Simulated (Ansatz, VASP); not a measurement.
GaSb in VASP and in Ansatz

```
CELL_PARAMETERS angstrom
0.00000 3.06569 3.06569
3.06569 0.00000 3.06569
3.06569 3.06569 0.00000
ATOMIC_POSITIONS crystal
Ga 0.00000 0.00000 0.00000
Sb 0.75000 0.75000 0.75000
```

Alike in both runs: task single point; functional r2SCAN; k mesh 6 × 6 × 6; occupations gaussian, width 0.05 eV; no spin polarisation.

```csv
,VASP,Ansatz
version,VASP 6.6.1,Ansatz 0.2.0
potentials or method,"VASP PAW PBE potentials, release 64 (Ga_d, Sb)","scalar-relativistic, plane waves, PAW"
plane-wave cutoff (eV),520,500
valence electrons in the cell,18,28
```

Ansatz gave:

```
gap on the k mesh at the Fermi level (eV) : 0.42
least direct gap on the mesh (eV)         : 0.42
pressure (GPa)                            : 0.0
```

Question: What did VASP give for the same quantities?

Answer: gap on the k mesh at the Fermi level (eV): 0.40; least direct gap on the mesh (eV): 0.40; pressure (GPa): 0.1.

The two sets of potentials don't hold the same shells in valence.

Caveats: the PAW data sets were made with another functional, which shifts forces and pressure a little (VASP); spin-orbit coupling is left out, which moves the levels of the heavy elements.
